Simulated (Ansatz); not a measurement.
# In: a trigonal deformation path

Aim: for In, follow a trigonal deformation at fixed volume.

Computed with Ansatz 0.2.0 (DFT PBE, scalar-relativistic, plane waves, PAW, unless a step's input says otherwise).

### Step 1. The starting structure

Symmetry: Im-3m, No. 229, cubic system. Conventional cell: a = 3.765 Å, b = 3.765 Å, c = 3.765 Å, α = 90.00°, β = 90.00°, γ = 90.00°. Around In (site symmetry m-3m) lie 8 In at 3.26 Å.

Structure file:

```
CELL_PARAMETERS angstrom
-1.88253 1.88253 1.88253
1.88253 -1.88253 1.88253
1.88253 1.88253 -1.88253
ATOMIC_POSITIONS crystal
In 0.00000 0.00000 0.00000
```

It goes back to an entry of the Materials Project, which need not be the stable form.

No relaxation comes first: the listed cell is the starting point.

### Step 2. Zero of the scan

input.yaml reads:

```yaml
crystal:
  lattice:
    - [-1.88252524, 1.88252524, 1.88252524]
    - [1.88252524, -1.88252524, 1.88252524]
    - [1.88252524, 1.88252524, -1.88252524]
  atoms:
    - { symbol: In, position: [0.0, 0.0, 0.0] }
basis:
  ecutwfc: 420
kpoints:
  mp_grid: { grid: [20, 20, 20] }
hamiltonian:
  xc: pbe
scf:
  occupations: { method: gaussian, width: 0.15 }
output:
  forces: true
  stress: true
  eigenvalues: true
```

### Step 3. Setting up a trigonal deformation path

At fixed volume and fractional coordinates, lengths along (0.577, 0.577, 0.577) are scaled against those across it; ρ is that ratio over its starting value.

### Step 4. ρ = 0.500

input.yaml: that of step 2 with these lines changed.

```diff
@@ -2,5 +2,5 @@
   lattice:
-    - [-1.88252524, 1.88252524, 1.88252524]
-    - [1.88252524, -1.88252524, 1.88252524]
-    - [1.88252524, 1.88252524, -1.88252524]
+    - [-2.7671387063, 1.9765276474, 1.9765276474]
+    - [1.9765276474, -2.7671387063, 1.9765276474]
+    - [1.9765276474, 1.9765276474, -2.7671387063]
   atoms:
```

### Step 5. At ρ = 2.000

input.yaml reads:

```yaml
crystal:
  lattice:
    - [-0.9961075154, 1.9922150309, 1.9922150309]
    - [1.9922150309, -0.9961075154, 1.9922150309]
    - [1.9922150309, 1.9922150309, -0.9961075154]
  atoms:
    - { symbol: In, position: [0.0, 0.0, 0.0] }
basis:
  ecutwfc: 420
kpoints:
  mp_grid: { grid: [20, 20, 20] }
hamiltonian:
  xc: pbe
scf:
  occupations: { method: gaussian, width: 0.15 }
output:
  forces: true
  stress: true
  eigenvalues: true
```

### Step 6. ρ = 0.710

input.yaml reads:

```yaml
crystal:
  lattice:
    - [-2.3141739544, 1.906204078, 1.906204078]
    - [1.906204078, -2.3141739544, 1.906204078]
    - [1.906204078, 1.906204078, -2.3141739544]
  atoms:
    - { symbol: In, position: [0.0, 0.0, 0.0] }
basis:
  ecutwfc: 420
kpoints:
  mp_grid: { grid: [20, 20, 20] }
hamiltonian:
  xc: pbe
scf:
  occupations: { method: gaussian, width: 0.15 }
output:
  forces: true
  stress: true
  eigenvalues: true
```

### Step 7. ρ = 1.410

input.yaml: that of step 6 with these lines changed.

```diff
@@ -2,5 +2,5 @@
   lattice:
-    - [-2.3141739544, 1.906204078, 1.906204078]
-    - [1.906204078, -2.3141739544, 1.906204078]
-    - [1.906204078, 1.906204078, -2.3141739544]
+    - [-1.4493711517, 1.908245416, 1.908245416]
+    - [1.908245416, -1.4493711517, 1.908245416]
+    - [1.908245416, 1.908245416, -1.4493711517]
   atoms:
```

### Step 8. Point ρ = 0.600

input.yaml: that of step 7 with these lines changed.

```diff
@@ -2,5 +2,5 @@
   lattice:
-    - [-1.4493711517, 1.908245416, 1.908245416]
-    - [1.908245416, -1.4493711517, 1.908245416]
-    - [1.908245416, 1.908245416, -1.4493711517]
+    - [-2.5295778704, 1.9343830774, 1.9343830774]
+    - [1.9343830774, -2.5295778704, 1.9343830774]
+    - [1.9343830774, 1.9343830774, -2.5295778704]
   atoms:
```

### Step 9. ρ = 0.850

input.yaml reads:

```yaml
crystal:
  lattice:
    - [-2.0866861406, 1.8879541272, 1.8879541272]
    - [1.8879541272, -2.0866861406, 1.8879541272]
    - [1.8879541272, 1.8879541272, -2.0866861406]
  atoms:
    - { symbol: In, position: [0.0, 0.0, 0.0] }
basis:
  ecutwfc: 420
kpoints:
  mp_grid: { grid: [20, 20, 20] }
hamiltonian:
  xc: pbe
scf:
  occupations: { method: gaussian, width: 0.15 }
output:
  forces: true
  stress: true
  eigenvalues: true
```

### Step 10. Point ρ = 1.200

input.yaml reads:

```yaml
crystal:
  lattice:
    - [-1.653422471, 1.8896256812, 1.8896256812]
    - [1.8896256812, -1.653422471, 1.8896256812]
    - [1.8896256812, 1.8896256812, -1.653422471]
  atoms:
    - { symbol: In, position: [0.0, 0.0, 0.0] }
basis:
  ecutwfc: 420
kpoints:
  mp_grid: { grid: [20, 20, 20] }
hamiltonian:
  xc: pbe
scf:
  occupations: { method: gaussian, width: 0.15 }
output:
  forces: true
  stress: true
  eigenvalues: true
```

### Step 11. At ρ = 1.700

input.yaml: that of step 10 with these lines changed.

```diff
@@ -2,5 +2,5 @@
   lattice:
-    - [-1.653422471, 1.8896256812, 1.8896256812]
-    - [1.8896256812, -1.653422471, 1.8896256812]
-    - [1.8896256812, 1.8896256812, -1.653422471]
+    - [-1.2092917273, 1.9453823439, 1.9453823439]
+    - [1.9453823439, -1.2092917273, 1.9453823439]
+    - [1.9453823439, 1.9453823439, -1.2092917273]
   atoms:
```

### Step 12. At ρ = 0.930

input.yaml reads:

```yaml
crystal:
  lattice:
    - [-1.9736203399, 1.8836181094, 1.8836181094]
    - [1.8836181094, -1.9736203399, 1.8836181094]
    - [1.8836181094, 1.8836181094, -1.9736203399]
  atoms:
    - { symbol: In, position: [0.0, 0.0, 0.0] }
basis:
  ecutwfc: 420
kpoints:
  mp_grid: { grid: [20, 20, 20] }
hamiltonian:
  xc: pbe
scf:
  occupations: { method: gaussian, width: 0.15 }
output:
  forces: true
  stress: true
  eigenvalues: true
```

(Steps that only read results are left out.)

Before running it: what results should come out? Wanted: highest point.

**Answer**, as computed:

```
     quantity                         value
highest point  4000.8 meV/atom at ρ = 0.500
```

The undisturbed cell stays the lowest of the sampled points. No sampled point inside the path is a dip, apart from those named. At ρ = 2.000 the cell takes another symmetry, Pm-3m, 112.7 meV/atom from the start at this fixed volume.
